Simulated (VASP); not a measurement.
Wanted: the native input for a VASP 6.6.1 run.

```yaml
Task: single point
Functional: PBE
Potentials_or_basis: VASP PAW PBE potentials, release 64 (Mn_pv, S)
Cutoff: 520 eV
k_mesh: 6 × 6 × 3
Occupations: gaussian, width 0.05 eV
Spin: collinear spin, typed start
Starting_moments: "[5.0, -5.0, 0.0, 0.0] μB"
Hubbard_terms: Mn d U = 4.0 eV, J = 0.9 eV
Dipole_correction: no
LDAUTYPE: 1
Hund's_J: 0.9
Further_INCAR_settings: ALGO = Normal; EDIFF = 1e-07; NBANDS = 31
```

The structure of MnS lies in POSCAR:

```
MnS
1.0
    3.9760016100      0.0000000000      0.0000000000
   -1.9880008000      3.4433184000      0.0000000000
    0.0000000000      0.0000000000      6.4320005000
Mn S
2 2
Direct
    0.3333333333      0.6666666667      0.0000000000
    0.6666666667      0.3333333333      0.5000000000
    0.3333333333      0.6666666667      0.3850000000
    0.6666666667      0.3333333333      0.8850000000
```

The input as run:

INCAR

```
ALGO = Normal ; EDIFF = 1E-7
ENCUT = 520 ; GGA = PE
ISIF = 2 ; ISMEAR = 0
ISPIN = 2 ; LASPH = T
LCHARG = T ; LDAU = T
LDAUJ = 0.9 0 ; LDAUL = 2 -1
LDAUPRINT = 1 ; LDAUTYPE = 1
LDAUU = 4 0 ; LELF = T
LMAXMIX = 4 ; LORBIT = 11
LREAL = F ; LVHAR = T
LWAVE = F ; MAGMOM = 5 -5 0 0
NBANDS = 31 ; NELM = 150
PREC = Accurate ; SIGMA = 0.05
```

KPOINTS

```
k-points
0
Gamma
  6 6 3
```

Potentials or basis: VASP PAW PBE potentials, release 64 (Mn_pv, S).

The run is started by

```bash
$ cat potpaw_PBE.64/Mn_pv/POTCAR potpaw_PBE.64/S/POTCAR > POTCAR
$ mpirun -np 1 vasp_std > vasp.out
```

It gave:

| Item | Value |
| --- | --- |
| Pressure | 3.0 GPa |
| Largest force | 0.377 eV/Å |
| Band gap on the k mesh | 2.02 eV, indirect (least direct gap 2.20 eV) |
| Net moment | 0.00 μB per cell |
| Site moments | Mn +4.47, -4.47; S -0.01, +0.01 μB |
| Valence electrons inside the program's atomic spheres | Mn 11.37; S 3.79 |

Caveat: an odd mesh through Γ misses points on the zone boundary, where band edges often lie.

It took 72 s on 1 thread of AMD EPYC 7R13 Processor (Zen 3), with other jobs on the host, peak memory 0.22 GiB.
